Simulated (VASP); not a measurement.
# SiC (Moissanite 6H) (P6_3mc) in VASP: notebook

One crystal, SiC (Moissanite 6H), is run at these levels: BEEF-vdW, vdW-DF-cx, optB86b-vdW, PBE; tasks: relaxation of cell and atoms, single point.

All numbers are computed with VASP 6.6.1; they aren't measurements. Logs are shortened: lines on timing, memory, paths and dates and some standing lists are left out, and cuts for length are marked.

## (1) The structure

Symmetry: P6_3mc, No. 186, hexagonal system. Conventional cell: a = 3.095 Å, b = 3.095 Å, c = 15.170 Å, α = 90.00°, β = 90.00°, γ = 120.00°. Si (site symmetry 3m) is surrounded by 4 C at 1.90 Å. Si (site symmetry 3m) has 4 C at 1.90 Å as nearest neighbours. Si (site symmetry 3m) has 4 C at 1.90 Å as nearest neighbours. Around C (site symmetry 3m) lie 4 Si at 1.90 Å. C (site symmetry 3m) is surrounded by 4 Si at 1.90 Å. C (site symmetry 3m) is surrounded by 4 Si at 1.90 Å.

## (2) Relaxation of cell and atoms, BEEF-vdW

The input, INCAR:

```
PREC = Accurate
ENCUT = 600
EDIFF = 1E-6
ISMEAR = -1
SIGMA = 0.05
LREAL = False
LASPH = True
NELM = 100
ALGO = Normal
ISIF = 3
LWAVE = False
LCHARG = False
GGA = BF
LUSE_VDW = True
ZAB_VDW = -1.8867
IBRION = 2
NSW = 40
EDIFFG = -0.01
```

The input, KPOINTS:

```
Automatic mesh
0
Gamma
  10 10 2
```

The input, POSCAR:

```
SiC
1.0
    3.0950000000      0.0000000000      0.0000000000
   -1.5475000000      2.6803486247      0.0000000000
    0.0000000000      0.0000000000     15.1700000000
Si C
6 6
Direct
    0.6666666667      0.3333333333      0.4583000000
    0.3333333333      0.6666666667      0.9583000000
    0.6666666667      0.3333333333      0.7917000000
    0.3333333333      0.6666666667      0.2917000000
    0.0000000000      0.0000000000      0.6250000000
    0.0000000000      0.0000000000      0.1250000000
    0.6666666667      0.3333333333      0.3333000000
    0.3333333333      0.6666666667      0.8333000000
    0.6666666667      0.3333333333      0.6667000000
    0.3333333333      0.6666666667      0.1667000000
    0.0000000000      0.0000000000      0.5000000000
    0.0000000000      0.0000000000      0.0000000000
```

Potentials or basis: VASP PAW PBE potentials, release 64 (Si, C).

Command:

```bash
cat potpaw_PBE.64/Si/POTCAR potpaw_PBE.64/C/POTCAR > POTCAR
mpirun -np 1 vasp_std > vasp.out
```

OUTCAR:

```text
PREC = Accurate
   ENCUT = 600
   EDIFF = 1E-6
   ISMEAR = -1
   LREAL = False
   LASPH = True
   NELM = 100
   ISIF = 3
   GGA = BF
   IBRION = 2
   NSW = 40
   EDIFFG = -0.01

 ion  position               nearest neighbor table
   1  0.667  0.333  0.458-  11 1.90  11 1.90  11 1.90   7 1.90   4 3.10   4 3.10   4 3.10   5 3.10
                             5 3.10   5 3.10
   2  0.333  0.667  0.958-  12 1.90  12 1.90  12 1.90   8 1.90   3 3.10   3 3.10   3 3.10   6 3.10
                             6 3.10   6 3.10
   3  0.667  0.333  0.792-   8 1.90   8 1.90   8 1.90   9 1.90   2 3.10   2 3.10   2 3.10   5 3.10
                             5 3.10   5 3.10
   4  0.333  0.667  0.292-   7 1.90   7 1.90   7 1.90  10 1.90   1 3.10   1 3.10   1 3.10   6 3.10
                             6 3.10   6 3.10
   5  0.000  0.000  0.625-   9 1.90   9 1.90   9 1.90  11 1.90   3 3.10   1 3.10   3 3.10   1 3.10
                             1 3.10   3 3.10
   6  0.000  0.000  0.125-  10 1.90  10 1.90  10 1.90  12 1.90   4 3.10   2 3.10   2 3.10   4 3.10
                             4 3.10   2 3.10
   7  0.667  0.333  0.333-   4 1.90   4 1.90   4 1.90   1 1.90
   8  0.333  0.667  0.833-   3 1.90   3 1.90   3 1.90   2 1.90
   9  0.667  0.333  0.667-   5 1.90   5 1.90   5 1.90   3 1.90
  10  0.333  0.667  0.167-   6 1.90   6 1.90   6 1.90   4 1.90
  11  0.000  0.000  0.500-   1 1.90   1 1.90   1 1.90   5 1.90
  12  0.000  0.000  0.000-   2 1.90   2 1.90   2 1.90   6 1.90

  LATTYP: Found a hexagonal cell.
 ALAT       =     3.0950000000
 C/A-ratio  =     4.9014539580

  Lattice vectors:

 A1 = (   3.0950000000,   0.0000000000,   0.0000000000)
 A2 = (  -1.5475000000,   2.6803486247,   0.0000000000)
 A3 = (   0.0000000000,   0.0000000000,  15.1700000000)

Analysis of symmetry for initial positions (statically):
=====================================================================
 Subroutine PRICEL returns:
 Original cell was already a primitive cell.

 Routine SETGRP: Setting up the symmetry group for a
 hexagonal supercell.

 Subroutine GETGRP returns: Found 12 space group operations
 (whereof  6 operations were pure point group operations)
 out of a pool of 24 trial point group operations.

The static configuration has the point symmetry C_3v.
 The point group associated with its full space group is C_6v.

Analysis of symmetry for dynamics (positions and initial velocities):
=====================================================================
 Subroutine PRICEL returns:
 Original cell was already a primitive cell.

 Routine SETGRP: Setting up the symmetry group for a
 hexagonal supercell.

 Subroutine GETGRP returns: Found 12 space group operations
 (whereof  6 operations were pure point group operations)
 out of a pool of 24 trial point group operations.

The dynamic configuration has the point symmetry C_3v.
 The point group associated with its full space group is C_6v.

 Subroutine INISYM returns: Found 12 space group operations
 (whereof  6 operations are pure point group operations),
 and found     1 'primitive' translations

----------------------------------------------------------------------------------------

                                     Primitive cell

  volume of cell :     125.8455

  direct lattice vectors                    reciprocal lattice vectors
     3.095000000  0.000000000  0.000000000     0.323101777  0.186542898  0.000000000
    -1.547500000  2.680348625  0.000000000     0.000000000  0.373085796  0.000000000
     0.000000000  0.000000000 15.170000000     0.000000000  0.000000000  0.065919578

  length of vectors
     3.095000000  3.095000000 15.170000000     0.373085796  0.373085796  0.065919578

  position of ions in fractional coordinates (direct lattice)
     0.666666667  0.333333333  0.458300000
     0.333333333  0.666666667  0.958300000
     0.666666667  0.333333333  0.791700000
     0.333333333  0.666666667  0.291700000
     0.000000000  0.000000000  0.625000000
     0.000000000  0.000000000  0.125000000
     0.666666667  0.333333333  0.333300000
     0.333333333  0.666666667  0.833300000
     0.666666667  0.333333333  0.666700000
     0.333333333  0.666666667  0.166700000
     0.000000000  0.000000000  0.500000000
     0.000000000  0.000000000  0.000000000

  ion indices of the primitive-cell ions
   primitive index   ion index
                 1           1
                 2           2
                 3           3
                 4           4
                 5           5
                 6           6
                 7           7
                 8           8
                 9           9
                10          10
                11          11
                12          12

----------------------------------------------------------------------------------------

 KPOINTS: Automatic mesh

Automatic generation of k-mesh.
 Grid dimensions read from file:
 generate k-points for:   10   10    2

 Generating k-lattice:

  Cartesian coordinates                     Fractional coordinates (reciprocal lattice)
     0.032310178  0.018654290  0.000000000     0.100000000  0.000000000  0.000000000
     0.000000000  0.037308580  0.000000000     0.000000000  0.100000000  0.000000000
     0.000000000  0.000000000  0.032959789     0.000000000  0.000000000  0.500000000

  Length of vectors
     0.037308580  0.037308580  0.032959789

  Shift w.r.t. Gamma in fractional coordinates (k-lattice)
     0.000000000  0.000000000  0.000000000

 Subroutine IBZKPT returns following result:
 ===========================================

 Found     28 irreducible k-points:

 Following reciprocal coordinates:
            Coordinates               Weight
  0.000000  0.000000  0.000000      1.000000
  0.100000 -0.000000  0.000000      6.000000
  0.200000 -0.000000  0.000000      6.000000
  0.300000 -0.000000  0.000000      6.000000
  0.400000 -0.000000  0.000000      6.000000
  0.500000 -0.000000  0.000000      3.000000
[... 16 lines left out ...]
  0.300000  0.100000  0.500000     12.000000
  0.400000  0.100000  0.500000     12.000000
 [... further k-points ...]
   k-points           NKPTS =     28   k-points in BZ     NKDIM =     28   number of bands    NBANDS=     31
   number of dos      NEDOS =    301   number of ions     NIONS =     12
   total plane-waves  NPLWV =  98784
   dimension x,y,z NGX =    28 NGY =   28 NGZ =  126
   dimension x,y,z NGXF=    56 NGYF=   56 NGZF=  252
   ions per type =               6   6
   NGX,Y,Z   is equivalent  to a cutoff of  15.04, 15.04, 13.81 a.u.
   NGXF,Y,Z  is equivalent  to a cutoff of  30.08, 30.08, 27.62 a.u.
 SYSTEM =  unknown system
   PREC   = accura    normal or accurate (medium, high low for compatibility)
   ISTART =      0    job   : 0-new  1-cont  2-samecut
   ICHARG =      2    charge: 1-file 2-atom 10-const
   ISPIN  =      1    spin polarized calculation?
   LNONCOLLINEAR =      F non collinear calculations
   LSORBIT =      F    spin-orbit coupling
   LASPH  =      T    aspherical Exc in radial PAW
   ENCUT  =  600.0 eV  44.10 Ry    6.64 a.u.   6.18  6.18 30.30*2*pi/ulx,y,z
   NELM   =    100;   NELMIN=  2; NELMDL= -5     # of ELM steps
   EDIFF  = 0.1E-05   stopping-criterion for ELM
   LREAL  =      F    real-space projection
   EDIFFG = -.1E-01   stopping-criterion for IOM
   NSW    =     40    number of steps for IOM
   IBRION =      2    ionic relax: 0-MD 1-quasi-New 2-CG
   NFREE  =      1    steps in history (QN), initial steepest desc. (CG)
   ISIF   =      3    stress and relaxation
   ISYM   =      2    0-nonsym 1-usesym 2-fastsym
   POTIM  = 0.5000    time-step for ionic-motion
   TEBEG  =    0.0;   TEEND  =   0.0 temperature during run
   PSTRESS=    0.0 pullay stress
   NELECT =      48.0000    total number of electrons
   NUPDOWN=      -1.0000    fix difference up-down
   EMIN   =  10.00;   EMAX   =-10.00  energy-range for DOS
   EFERMI =   0.00;   METHOD = LEGACY
   ISMEAR =    -1;   SIGMA  =   0.05  broadening in eV -4-tet -1-fermi 0-gaus
   EFERMI_NEDOS =   21; number of points for ismear=-14 and -15
   IALGO  =     38    algorithm
   IMIX   =      4    mixing-type and parameters
     AMIX     =   0.40;   BMIX     =  1.00
     AMIX_MAG =   1.60;   BMIX_MAG =  1.00
  volume/ion in A,a.u.               =      10.49        70.77
  Fermi-wavevector in a.u.,A,eV,Ry     =   1.187252  2.243580 19.178312  1.409566
  Thomas-Fermi vector in A             =   2.323407
   LORBIT       =      0    0 simple, 1 ext, 2 COOP (PROOUT), +10 PAW based schemes
   GGA     = BF    functional components
   LHFCALC =     F    Hartree Fock is set to
   AEXX    =    0.0000 exact exchange contribution
   IVDW_NL    =     1    kernel type
   BPARAM     = 6.3000
   IVDW    =     0    specifies the selected vdW correction
   LEPSILON=     F    determine dielectric tensor
   LRPA    =     F    only Hartree local field effects (RPA)
 conjugate gradient relaxation of ions
 non-spin polarized calculation
  energy-cutoff  :      600.00
  volume of cell :      125.85
 maximum number of plane-waves:      4226
 NGX is ok and might be reduce to    28
   NGX = 13   NGY = 13   NGZ = 61

--------------------------------------- Ionic step        1  -------------------------------------------

 number of electron      47.9999999 magnetization

 Free energy of the ion-electron system (eV)
  ---------------------------------------------------
  ext. energy  EPLUGINS =         0.00000000
  ---------------------------------------------------
  free energy    TOTEN  =       -75.79217283 eV

  energy without entropy =      -75.79217283  energy(sigma->0) =      -75.79217283

------------------------ aborting loop because EDIFF is reached ----------------------------------------

  FORCE on cell =-STRESS in cart. coord.  units (eV):
  Direction    XX          YY          ZZ          XY          YZ          ZX
  --------------------------------------------------------------------------------------
  -------------------------------------------------------------------------------------
  Total       -0.9312874     -0.9312874     -0.3001182      0.0000000      0.0000000      0.0000000
  in kB      -11.8565073    -11.8565073     -3.8208972      0.0000000      0.0000000      0.0000000
  external PRESSURE =      -9.1779706 kB  Pullay stress =       0.0000000 kB
[... 177 lines left out ...]
Total vdW correction in eV:      5.4758308

--------------------------------------- Ionic step        5  -------------------------------------------

 number of electron      47.9999999 magnetization

 Free energy of the ion-electron system (eV)
  ---------------------------------------------------
  ext. energy  EPLUGINS =         0.00000000
  ---------------------------------------------------
  free energy    TOTEN  =       -75.79488251 eV

  energy without entropy =      -75.79488251  energy(sigma->0) =      -75.79488251

 E-fermi :   8.8523     XC(G=0): -11.4050

 val. band max:        7.8113000576   @ k =   0.0000   0.0000   0.0000
 cond. band min:      10.0316437899   @ k =   0.5000  -0.0000   0.0000
 fundamental gap:      2.2203437324
 Fermi energy:         8.8522881602

 k-point     1 :       0.0000    0.0000    0.0000
  band No.  band energies     occupation
      1      -7.5552      2.00000
      2      -7.0422      2.00000
      3      -7.0061      2.00000
      4      -5.5429      2.00000
      5      -5.5140      2.00000
      6      -4.0906      2.00000
[... 805 lines left out ...]
     30      13.2448      0.00000
     31      13.7311      0.00000

 [... further k-points ...]

------------------------ aborting loop because EDIFF is reached ----------------------------------------

  FORCE on cell =-STRESS in cart. coord.  units (eV):
  Direction    XX          YY          ZZ          XY          YZ          ZX
  --------------------------------------------------------------------------------------
  -------------------------------------------------------------------------------------
  Total        0.0123261      0.0123261      0.0599542      0.0000000      0.0000000      0.0000000
  in kB        0.1576426      0.1576426      0.7667741      0.0000000      0.0000000      0.0000000
  external PRESSURE =       0.3606864 kB  Pullay stress =       0.0000000 kB
[... 27 lines left out ...]
  FREE ENERGIE OF THE ION-ELECTRON SYSTEM (eV)
  ---------------------------------------------------
  free  energy   TOTEN  =       -75.7948825137 eV

  energy  without entropy=      -75.7948825136  energy(sigma->0) =      -75.79488251

Total vdW correction in eV:      5.4753755

 reached required accuracy - stopping structural energy minimisation
```

Run time: 8.9 min. Hardware: 1 thread of Intel Xeon 6975P-C (Granite Rapids), shared host; peak memory 0.84 GiB.

What came out:

```yaml
Free_energy: -75.7949 eV
Relaxed_volume: 10.44 Å³/atom
Relaxed_cell: a = 3.089 Å, b = 3.089 Å, c = 15.158 Å, α = 90.00°, β = 90.00°, γ = 120.00°
Space_group_after_relaxing_to_0.05_Å: P6_3mc (No. 186)
Energy_gained_by_relaxing: 0.2 meV/atom
Ionic_steps: 5
Pressure_after_relaxing: 0.0 GPa
Largest_force_after_relaxing: 0.010 eV/Å
Band_gap_on_the_k_mesh: 2.22 eV, indirect (least direct gap 3.31 eV)
```

Forces in eV/Å, atoms in the order of the input:
```
Si   0.000  0.000  0.004
Si   0.000  0.000  0.004
Si   0.000  0.000  0.004
Si   0.000  0.000  0.004
Si   0.000  0.000  0.004
Si   0.000  0.000  0.004
C    0.000  0.000 -0.003
C    0.000  0.000 -0.003
C    0.000  0.000  0.000
C    0.000  0.000  0.000
C    0.000  0.000 -0.010
C    0.000  0.000 -0.010
```

The path:
```tsv
step	energy change (eV)	largest force (eV/Å)	pressure (GPa)	volume (Å³)
1	0.0000	0.1418	-0.92	125.85
2	-0.0002	0.1126	0.93	124.75
3	-0.0026	0.0322	0.03	125.28
4	-0.0026	0.0301	0.00	125.29
5	-0.0027	0.0100	0.04	125.27
```

Final structure:
```
CELL_PARAMETERS angstrom
3.08919 0.00000 0.00000
-1.54459 2.67532 0.00000
0.00000 0.00000 15.15805
ATOMIC_POSITIONS crystal
Si 0.66667 0.33333 0.45830
Si 0.33333 0.66667 0.95830
Si 0.66667 0.33333 0.79180
Si 0.33333 0.66667 0.29180
Si 0.00000 0.00000 0.62503
Si 0.00000 0.00000 0.12503
C 0.66667 0.33333 0.33331
C 0.33333 0.66667 0.83331
C 0.66667 0.33333 0.66683
C 0.33333 0.66667 0.16683
C 0.00000 0.00000 0.49971
C 0.00000 0.00000 0.99971
```

Caveat: the PAW data sets were made with another functional, which shifts forces and pressure a little. A k mesh can miss the band edges.

## (3) Relaxation of cell and atoms, vdW-DF-cx

The input, INCAR:

```
AGGAC = 0.0
ALGO = Fast
EDIFF = 1E-7
EDIFFG = -0.02
ENCUT = 600
GGA = CX
IBRION = 2
ISIF = 3
ISMEAR = -1
LASPH = T
LCHARG = F
LREAL = F
LUSE_VDW = T
LWAVE = F
NELM = 60
NSW = 40
PREC = Accurate
SIGMA = 0.05
```

The input, KPOINTS:

```
k-points
0
Gamma
  10 10 2
```

POSCAR is that of step 2.

Potentials or basis: VASP PAW PBE potentials, release 64 (Si, C).

Command:

```bash
cat potpaw_PBE.64/Si/POTCAR potpaw_PBE.64/C/POTCAR > POTCAR
mpirun -np 1 vasp_std > vasp.out
```

It took 11 min on 1 thread of Intel Xeon 6975P-C (Granite Rapids), shared host; peak memory 0.84 GiB.

It converged, with:

```
Free energy                            : -78.6879 eV
Relaxed volume                         : 10.42 Å³/atom
Relaxed cell                           : a = 3.087 Å, b = 3.087 Å, c = 15.148 Å, α = 90.00°, β = 90.00°, γ = 120.00°
Space group after relaxing (to 0.05 Å) : P6_3mc (No. 186)
Energy gained by relaxing              : 0.4 meV/atom
Ionic steps                            : 4
Pressure after relaxing                : 0.0 GPa
Largest force after relaxing           : 0.013 eV/Å
Band gap on the k mesh                 : 1.98 eV, indirect (least direct gap 3.08 eV)
```

Forces on the atoms (eV/Å):
```
Si   0.000  0.000  0.004
Si   0.000  0.000  0.004
Si   0.000  0.000  0.006
Si   0.000  0.000  0.006
Si   0.000  0.000  0.006
Si   0.000  0.000  0.006
C    0.000  0.000 -0.004
C    0.000  0.000 -0.004
C    0.000  0.000 -0.001
C    0.000  0.000 -0.001
C    0.000  0.000 -0.013
C    0.000  0.000 -0.013
```

Stress tensor (GPa, compression positive):
```
0.01 0.00 0.00
0.00 0.01 0.00
0.00 0.00 0.10
```

The path:
| step | energy change (eV) | largest force (eV/Å) | pressure (GPa) | volume (Å³) |
| --- | --- | --- | --- | --- |
| 1 | 0.0000 | 0.1418 | -1.40 | 125.85 |
| 2 | 0.0003 | 0.1130 | 1.50 | 124.18 |
| 3 | -0.0046 | 0.0322 | 0.01 | 125.02 |
| 4 | -0.0047 | 0.0128 | 0.04 | 125.01 |

Final structure:
```xyz
12
Lattice="3.0869 0.0000 0.0000 -1.5435 2.6733 0.0000 0.0000 0.0000 15.1484" Properties=species:S:1:pos:R:3 pbc="T T T"
Si    1.5435    0.8911    6.9422
Si    0.0000    1.7822   14.5164
Si    1.5435    0.8911   11.9945
Si    0.0000    1.7822    4.4203
Si    0.0000    0.0000    9.4682
Si    1.5435    2.6733    1.8940
C     1.5435    0.8911    5.0492
C     0.0000    1.7822   12.6234
C     1.5435    0.8911   10.1017
C     0.0000    1.7822    2.5276
C    -1.5435    2.6733    7.5699
C     1.5435    2.6733   15.1441
```

Levels at points of the mesh, in eV from the valence-band top:
```csv
k point,band 21,band 22,band 23,band 24,band 25,band 26,band 27,band 28
"(0.00, 0.00, 0.00)",-0.30,-0.04,0.00,0.00,5.14,5.31,5.71,6.21
"(0.50, 0.00, 0.00)",-1.81,-1.78,-1.66,-1.10,1.98,2.17,3.17,3.84
"(0.00, 0.00, 0.50)",-0.10,-0.10,-0.10,-0.10,5.20,5.20,5.94,5.94
"(0.50, 0.00, 0.50)",-1.71,-1.71,-1.30,-1.30,2.02,2.02,3.39,3.39
```

Caveat: the PAW data sets were made with another functional, which shifts forces and pressure a little. A k mesh can miss the band edges.

(Continued in part 2 of 2.)
